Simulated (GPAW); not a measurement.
# CoO (Fm-3m) in GPAW: a series of runs

One crystal, CoO, is run at these levels: LDA; tasks: magnons.

Everything below comes from runs of GPAW 26.7.0. Logs are shortened: lines on timing, memory, paths and dates and some standing lists are left out, and cuts for length are marked. The log counts tension as positive stress, the text compression.

### Step 1. Starting point

The structure is cubic, space group Fm-3m (No. 225). The conventional cell has a = 4.263 Å, b = 4.263 Å, c = 4.263 Å, α = 90.00°, β = 90.00°, γ = 90.00°. Around Co (site symmetry m-3m) lie 6 O at 2.13 Å. Around O (site symmetry m-3m) lie 6 Co at 2.13 Å.

### Step 2. Magnons, LDA, collinear spin, ferromagnetic start

Input file run.py:

```python
import numpy as np
from ase.dft.bandgap import bandgap
from ase.io import read, write
from gpaw import GPAW, PW
from gpaw.response import ResponseContext, ResponseGroundStateAdapter
from gpaw.response.chiks import ChiKSCalculator
from gpaw.response.heisenberg import calculate_fm_magnon_energies
from gpaw.response.localft import LocalFTCalculator
from gpaw.response.mft import IsotropicExchangeCalculator
from gpaw.response.site_kernels import SphericalSiteKernels

atoms = read('POSCAR')
atoms.set_initial_magnetic_moments([3.0, 0.0])

calc = GPAW(mode=PW(650),
            xc='LDA',
            kpts={'size': (9, 9, 9), 'gamma': True},
            occupations={'name': 'fermi-dirac', 'width': 0.05},
            nbands=17,
            convergence={'density': 0.0001},
            maxiter=150,
            txt='gpaw.txt')
atoms.calc = calc
energy = atoms.get_potential_energy()
calc.write('gs.gpw')
write('result.traj', atoms)
print(f'Energy: {energy:.6f} eV')
print('Moments:', calc.get_magnetic_moments().round(3))
print('Fermi level:', round(calc.get_fermi_level(), 4), 'eV')
print(f'Gap: {bandgap(calc)[0]:.4f} eV, direct: {bandgap(calc, direct=True)[0]:.4f} eV')

dense = calc.fixed_density(kpts={'size': (10, 10, 10), 'gamma': True},
                           nbands=32, convergence={'bands': 26, 'eigenstates': 1e-12},
                           update_fermi_level=True, maxiter=300, txt='dense.txt')
dense.write('dense.gpw', mode='all')

sites = [0]
moments = calc.get_magnetic_moments()[sites]
q_qc = np.array([[0.0, 0.0, 0.0], [0.1, 0.0, 0.0], [0.2, 0.0, 0.0], [0.5, 0.0, 0.0], [0.1, 0.1, 0.0], [0.2, 0.2, 0.0], [0.5, 0.5, 0.0]])
gs = ResponseGroundStateAdapter.from_gpw_file('dense.gpw')
context = ResponseContext(txt='mft.txt')
chiks = ChiKSCalculator(gs, context, ecut=150, nbands=26, gammacentered=True)
exchange = IsotropicExchangeCalculator(chiks, LocalFTCalculator.from_rshe_parameters(gs, context))
kernels = SphericalSiteKernels(atoms.positions[sites], [[1.012] * len(sites)])
J_qab = np.array([exchange(q_c, kernels)[..., 0] for q_c in q_qc])
E_qn = calculate_fm_magnon_energies(J_qab, q_qc, moments)
np.savetxt('exchange.dat', np.c_[q_qc, 1000 * J_qab.real.reshape((len(q_qc), -1))], fmt='%.4f')
np.savetxt('magnons.dat', np.c_[q_qc, 1000 * E_qn.real], fmt='%.4f')
for q_c, E_n in zip(q_qc, E_qn):
    print(q_c.round(4), 'magnon energies (meV):', (1000 * E_n.real).round(2))
```

Input file POSCAR:

```
CoO
1.0
    0.0000000000      2.1315000000      2.1315000000
    2.1315000000      0.0000000000      2.1315000000
    2.1315000000      2.1315000000      0.0000000000
Co O
1 1
Direct
    0.0000000000      0.0000000000      0.0000000000
    0.5000000000      0.5000000000      0.5000000000
```

Potentials or basis: the program's PAW data sets (release 1.2.1) made for this functional, pw.

Run with:

```console
$ OMP_NUM_THREADS=1 python run.py
```

gpaw.txt:

```text
__  _  _
 | _ |_)|_||  |
 |__||  | ||/\| - 26.7.0

Input parameters:
  mode=PW(ecut=650.0),
  convergence={'density': 0.0001},
  kpts=MonkhorstPack(size=(9, 9, 9), gamma=True),
  maxiter=150,
  nbands=17,
  occupations=Occupations(name='fermi-dirac', width=0.05),
  xc=XC(name='LDA')

Diagonalizing LCAO Hamiltonian
Converting LCAO to pw mode

              O

       Co

Atoms  # Å, Bohr magnetons
|   | symbol |        x |        y |        z |    initial magnetic moments |
|---|--------|----------|----------|----------|-----------------------------|
| 0 |     Co | 0.000000 | 0.000000 | 0.000000 | ( 0.0000,  0.0000,  3.0000) |
| 1 |      O | 2.131500 | 2.131500 | 2.131500 | ( 0.0000,  0.0000,  0.0000) |

Unit cell  # Å
| periodic |        x |        y |        z |  lengths |    angles |
|----------|----------|----------|----------|----------|-----------|
|      yes | 0.000000 | 2.131500 | 2.131500 | 3.014396 | 60.000000 |
|      yes | 2.131500 | 0.000000 | 2.131500 | 3.014396 | 60.000000 |
|      yes | 2.131500 | 2.131500 | 0.000000 | 3.014396 | 60.000000 |

Number of symmetries: 48
Symmetry operations  # r_c * U_cc + t_c -> r_c
|    | kind |            matrix            |
|----|------|------------------------------|
|  0 |  σ   |  1, 0, 0,  1, 0,-1,  1,-1, 0 |
|  1 |  C2  |  1, 0, 0,  1,-1, 0,  1, 0,-1 |
|  2 |  E   |  1, 0, 0,  0, 1, 0,  0, 0, 1 |
|  3 |  σ   |  1, 0, 0,  0, 0, 1,  0, 1, 0 |
|  4 |  C4  |  1, 0,-1,  1, 0, 0,  1,-1, 0 |
|  5 |  S6  |  1, 0,-1,  1,-1, 0,  1, 0, 0 |
|  6 |  σ   |  1, 0,-1,  0, 1,-1,  0, 0,-1 |
|  7 |  C3  |  1, 0,-1,  0, 0,-1,  0, 1,-1 |
|  8 |  S6  |  1,-1, 0,  1, 0, 0,  1, 0,-1 |
|  9 |  C4  |  1,-1, 0,  1, 0,-1,  1, 0, 0 |
| 10 |  C3  |  1,-1, 0,  0,-1, 1,  0,-1, 0 |
| 11 |  σ   |  1,-1, 0,  0,-1, 0,  0,-1, 1 |
| 12 |  σ   |  0, 1, 0,  1, 0, 0,  0, 0, 1 |
| 13 |  C4  |  0, 1, 0,  0, 1,-1, -1, 1, 0 |
| 14 |  C3  |  0, 1, 0,  0, 0, 1,  1, 0, 0 |
| 15 |  S6  |  0, 1, 0, -1, 1, 0,  0, 1,-1 |
| 16 |  C2  |  0, 1,-1,  1, 0,-1,  0, 0,-1 |
| 17 |  σ   |  0, 1,-1,  0, 1, 0, -1, 1, 0 |
| 18 |  S4  |  0, 1,-1,  0, 0,-1,  1, 0,-1 |
| 19 |  C4  |  0, 1,-1, -1, 1, 0,  0, 1, 0 |
| 20 |  C3  |  0, 0, 1,  1, 0, 0,  0, 1, 0 |
| 21 |  σ   |  0, 0, 1,  0, 1, 0,  1, 0, 0 |
| 22 |  S6  |  0, 0, 1,  0,-1, 1, -1, 0, 1 |
| 23 |  C4  |  0, 0, 1, -1, 0, 1,  0,-1, 1 |
| 24 |  S4  |  0, 0,-1,  1, 0,-1,  0, 1,-1 |
| 25 |  C3  |  0, 0,-1,  0, 1,-1,  1, 0,-1 |
| 26 |  C2  |  0, 0,-1,  0,-1, 0, -1, 0, 0 |
| 27 |  S6  |  0, 0,-1, -1, 0, 0,  0,-1, 0 |
| 28 |  S4  |  0,-1, 1,  1,-1, 0,  0,-1, 0 |
| 29 |  C4  |  0,-1, 1,  0, 0, 1, -1, 0, 1 |
| 30 |  C2  |  0,-1, 1,  0,-1, 0,  1,-1, 0 |
| 31 |  σ   |  0,-1, 1, -1, 0, 1,  0, 0, 1 |
| 32 |  C3  |  0,-1, 0,  1,-1, 0,  0,-1, 1 |
| 33 |  S6  |  0,-1, 0,  0, 0,-1, -1, 0, 0 |
| 34 |  S4  |  0,-1, 0,  0,-1, 1,  1,-1, 0 |
| 35 |  C2  |  0,-1, 0, -1, 0, 0,  0, 0,-1 |
| 36 |  C2  | -1, 1, 0,  0, 1, 0,  0, 1,-1 |
| 37 |  S6  | -1, 1, 0,  0, 1,-1,  0, 1, 0 |
| 38 |  S4  | -1, 1, 0, -1, 0, 1, -1, 0, 0 |
| 39 |  C3  | -1, 1, 0, -1, 0, 0, -1, 0, 1 |
| 40 |  S6  | -1, 0, 1,  0, 0, 1,  0,-1, 1 |
| 41 |  C2  | -1, 0, 1,  0,-1, 1,  0, 0, 1 |
| 42 |  C3  | -1, 0, 1, -1, 1, 0, -1, 0, 0 |
| 43 |  S4  | -1, 0, 1, -1, 0, 0, -1, 1, 0 |
| 44 |  C2  | -1, 0, 0,  0, 0,-1,  0,-1, 0 |
| 45 |  i   | -1, 0, 0,  0,-1, 0,  0, 0,-1 |
| 46 |  σ   | -1, 0, 0, -1, 1, 0, -1, 0, 1 |
| 47 |  C2  | -1, 0, 0, -1, 0, 1, -1, 1, 0 |

BZ-sampling:
  Number of BZ points: 729
  Number of IBZ points: 35

  Monkhorst-Pack size: [9, 9, 9]
  Monkhorst-Pack shift: [0, 0, 0]

K-points  # in reciprocal-cell coordinates
|     |                                coordinates |     weight |
|-----|--------------------------------------------|------------|
|   0 | (  0.00000000,   0.00000000,   0.00000000) | 0.00137174 |
|   1 | (  0.11111111,   0.11111111,   0.00000000) | 0.00823045 |
|   2 | (  0.11111111,   0.11111111,   0.11111111) | 0.01097394 |
|   3 | (  0.22222222,   0.11111111,   0.11111111) | 0.01646091 |
|   4 | (  0.22222222,   0.22222222,   0.00000000) | 0.00823045 |
|   5 | (  0.22222222,   0.22222222,   0.11111111) | 0.03292181 |
|   6 | (  0.22222222,   0.22222222,   0.22222222) | 0.01097394 |
|   7 | (  0.33333333,   0.22222222,   0.11111111) | 0.03292181 |
|   8 | (  0.33333333,   0.22222222,   0.22222222) | 0.03292181 |
|   9 | (  0.33333333,   0.33333333,  -0.33333333) | 0.01646091 |
| ... |                                            |            |
|  34 | (  0.44444444,   0.44444444,   0.44444444) | 0.01097394 |

Plane wave coefficients: 745
Cutoff: 650.0 eV

Spin-components: 2 (collinear spins)
Bands:           17
Projectors:      11
Spin-degeneracy: 1
Datatype:        complex128

Parallelization:
  kpt:    1
  domain: 1
  band:   1

Density:
  Valence electrons: 15.0
  Components: 2
  Grid points: [18 18 18]
  Charge: 0.0  # |e|

Potential:
  Grid points: [18 18 18]

species:
  Co:
    name:    Cobalt
    Z:       27.0
    valence: 9
    core:    18
    charge:  0.0  # [|e|]
    compensation charges:
      type: gauss
      rc: 0.32  # [Å]
      lmax: 2
    cutoffs:
      filter: 1.87  # [Å]
      core: 2.55  # [Å]
    projectors
    | kind |    occ | energy [eV] | rcut [Å] |
    |------|--------|-------------|----------|
    |   4s |  2.000 |      -5.672 |    1.005 |
    |   4p |  0.000 |      -1.387 |    1.058 |
    |   3d |  7.000 |      -8.461 |    1.005 |
    |    s |        |      21.539 |    1.005 |
    |    p |        |      25.825 |    1.058 |
    |    d |        |      18.750 |    1.005 |

    Using partial waves for Co as LCAO basis

  O:
    name:    Oxygen
    Z:       8.0
    valence: 6
    core:    2
    charge:  0.0  # [|e|]
    compensation charges:
      type: gauss
      rc: 0.21  # [Å]
      lmax: 2
    cutoffs:
      filter: 1.17  # [Å]
      core: 0.83  # [Å]
    projectors
    | kind |    occ | energy [eV] | rcut [Å] |
    |------|--------|-------------|----------|
    |   2s |  2.000 |     -23.752 |    0.688 |
    |   2p |  4.000 |      -9.195 |    0.598 |
    |    s |        |       3.459 |    0.688 |
    |    p |        |      18.016 |    0.598 |
    |    d |        |       0.000 |    0.619 |

    Using partial waves for O as LCAO basis

Reference energy: -39866.174772  # eV

eigensolver:
  PPCG
  Converge bands: occupied
  niter=2

density mixing:
  MSR1-Mixer
  Pratt-step length: 0.05
  Maximum mixing coefficient: 0.75
  Old densities: 10
  SVD Regularization: 0.005
  Good broyden scale: 1.0
  Trust region scale: 1.0
  Backstep threshold: 4.0
  History deletion threshold: 6.0
  Fourier metric: weight=20.0, sigma=0.015

occupation numbers:
  Fermi-Dirac:
    width: 0.0500  # eV

poisson solver:
  ecut: 5200.0  # eV

xc functional:
  name: None

convergence criteria:
- Maximum integral of absolute [dens]ity change: 0.0001 electrons / valence electron
- Maximum [total energy] change in last 3 cyles: 0.0005 eV / valence electron
- Maximum integral of absolute [eigenst]ate change: 4e-08 eV^2 / valence electron
maximum number of iterations: 150

SCF iterations
|iter     | |      energy | eigst |  dens |  magmom |
|---------|-|-------------|-------|-------|---------|
|iter:   1| |  -16.672903 | +0.04 |       |  +3.0020|
|iter:   2| |  -16.473666 | -1.97 | -0.92 |  +3.0019|
|iter:   3| |  -16.096134 | -2.10 | -0.96 |  +3.0009|
|iter:   4| |  -16.125110 | -2.70 | -1.26 |  +2.9138|
|iter:   5| |  -16.129841 | -3.00 | -1.56 |  +2.9045|
|iter:   6| |  -16.133590 | -3.53 | -1.64 |  +2.8355|
|iter:   7| |  -16.133797c| -5.42 | -2.52 |  +2.8333|
|iter:   8| |  -16.133826c| -5.69 | -3.06 |  +2.8356|
|iter:   9| |  -16.133841c| -6.04 | -3.28 |  +2.8420|
|iter:  10| |  -16.133843c| -7.76c| -4.02c|  +2.8432|

Converged in 10 steps
Energy contributions relative to reference atoms: (reference = -39866.174772)

Energy contributions:
  Kinetic:          21.463099
  Coulomb:         -18.942405
  Zero:              0.081729
  External:          0.000000
  Xc:              -18.719593
  Entropy:          -0.033345
  Spinorbit:         0.000000
  ----------------------------
  Free energy:     -16.150516
  Extrapolated:    -16.133843

dipole moment: (-11.424816, -11.424816, -11.424816)  # |e|*Ang

Total magnetic moment: (0.000000, 0.000000, 2.843161)

Local magnetic moments
|        x |        y |        z |
|----------|----------|----------|
| 0.000000 | 0.000000 | 2.428466 |  # Co   0
| 0.000000 | 0.000000 | 0.238884 |  # O    1

Fermi level: 8.408
Eigenvalues  # (at kpt = [0.000, 0.000, 0.000])
| band index |      eig [eV] | occ [0-1] |      eig [eV] | occ [0-1] |
|------------|---------------|-----------|---------------|-----------|
|          0 |       -11.771 |     1.000 |       -11.248 |     1.000 |
|          1 |         5.017 |     1.000 |         5.604 |     1.000 |
|          2 |         5.017 |     1.000 |         5.604 |     1.000 |
|          3 |         5.017 |     1.000 |         5.604 |     1.000 |
|          4 |         5.312 |     1.000 |         7.301 |     1.000 |
|          5 |         5.312 |     1.000 |         7.301 |     1.000 |
[... 9 lines left out ...]
|         15 |        29.323 |     0.000 |        30.203 |     0.000 |
|         16 |        29.323 |     0.000 |        30.203 |     0.000 |

No gap
No difference between direct/indirect transitions
# Writing to gs.gpw (mode='')
```

It took 3 min on 1 thread of Arm Neoverse V2, shared host; peak memory 0.36 GiB.

Results:

```yaml
Free_energy: -16.1505 eV
Band_gap_on_the_k_mesh: none (metal or under the smearing width)
Net_moment: 2.84 μB per cell
Site_moments: Co +2.43; O +0.24 μB
```

Caveat: the number of bands moves the energies at small q by some ten meV; the exchange constants hang on this mesh and on the site radius; magnon energies are noisy on this mesh; a cell with one magnetic atom can't hold antiferromagnetic order, which such compounds often take; semilocal functionals often make such compounds metallic where correlation or magnetic order opens a gap, which also shifts bond lengths.

(Part 1 of 2 ends here.)
